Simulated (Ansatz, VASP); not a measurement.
## Te: VASP beside Ansatz

File POSCAR:

```
Te
1.0
    5.2232600000      0.0000000000      0.0000000000
    0.0000000000      5.2232600000      0.0000000000
    0.0000000000      0.0000000000      5.2232600000
Te
4
Direct
    0.8750000000      0.1250000000      0.6250000000
    0.3750000000      0.3750000000      0.3750000000
    0.1250000000      0.6250000000      0.8750000000
    0.6250000000      0.8750000000      0.1250000000
```

INCAR.step1

```
SYSTEM = Te
  ALGO = Normal
  EDIFF = 1E-5
  ENCUT = 520
  GGA = PE
  ISIF = 2
  ISMEAR = -1
  LASPH = .True.
  LCHARG = .False.
  LREAL = .False.
  LWAVE = .True.
  NELM = 80
  PREC = Accurate
  SIGMA = 0.05
```

File INCAR.step2:

```
SYSTEM = Te
  AEXX = 0.2
  ALGO = Normal
  EDIFF = 1E-6
  ENCUT = 520
  GGA = PE
  HFSCREEN = 0.2
  ISIF = 2
  ISMEAR = -1
  ISTART = 1
  LASPH = .True.
  LCHARG = .False.
  LHFCALC = .True.
  LREAL = .False.
  LWAVE = .False.
  NELM = 80
  PREC = Accurate
  PRECFOCK = Fast
  SIGMA = 0.05
```

The input KPOINTS:

```
k-points
0
Gamma
  3 3 3
  0 0 0
```

input.yaml

```yaml
crystal:
  lattice:
    - [5.22326, 0.0, 0.0]
    - [0.0, 5.22326, 0.0]
    - [0.0, 0.0, 5.22326]
  atoms:
    - { symbol: Te, position: [0.875, 0.125, 0.625] }
    - { symbol: Te, position: [0.375, 0.375, 0.375] }
    - { symbol: Te, position: [0.125, 0.625, 0.875] }
    - { symbol: Te, position: [0.625, 0.875, 0.125] }
hamiltonian:
  xc: { exchange: pbe, correlation: pbe, exx: { coeff: 0.2, omega: 0.2 } }
  pseudopotentials: { kind: paw }
kpoints:
  mp_grid: { grid: [3, 3, 3] }
scf:
  occupations: { method: fermi_dirac, width: 0.05 }
output:
  forces: true
  stress: true
  eigenvalues: true
```

The cell was built by a generator and needn't be a form met in nature.

Alike in both runs: task single point; functional HSE(alpha, omega); k mesh 3 × 3 × 3; occupations fermi-dirac, width 0.05 eV; no spin polarisation.

|  | VASP | Ansatz |
| --- | --- | --- |
| version | VASP 6.6.1 | Ansatz 0.2.0 |
| potentials or method | VASP PAW PBE potentials, release 64 (Te) | Ansatz PAW |
| plane-wave cutoff (eV) | 520 | 420 |
| valence electrons in the cell | 24 | 64 |

Ansatz gave:

```
gap on the k mesh at the Fermi level (eV) : 0.33
least direct gap on the mesh (eV)         : 0.92
pressure (GPa)                            : -1.3
```

Task: What did VASP give for the same quantities?

Result: gap on the k mesh at the Fermi level (eV): 0.34; least direct gap on the mesh (eV): 0.93; pressure (GPa): -1.6.

The two sets of potentials don't hold the same shells in valence.

Caveats: spin-orbit coupling is left out, which moves the levels of the heavy elements; the PAW data sets were made with another functional, which shifts forces and pressure a little (VASP); an odd mesh through Γ misses points on the zone boundary, where band edges often lie (VASP); odd divisions of the mesh miss points on the zone boundary, where band edges often lie, so the gap on the mesh can be too wide (Ansatz); the PAW data sets come from PBE, with cores solved anew for the run's functional, which leaves a small shift of forces and pressure (Ansatz); the thresholds are loose for stress (Ansatz).
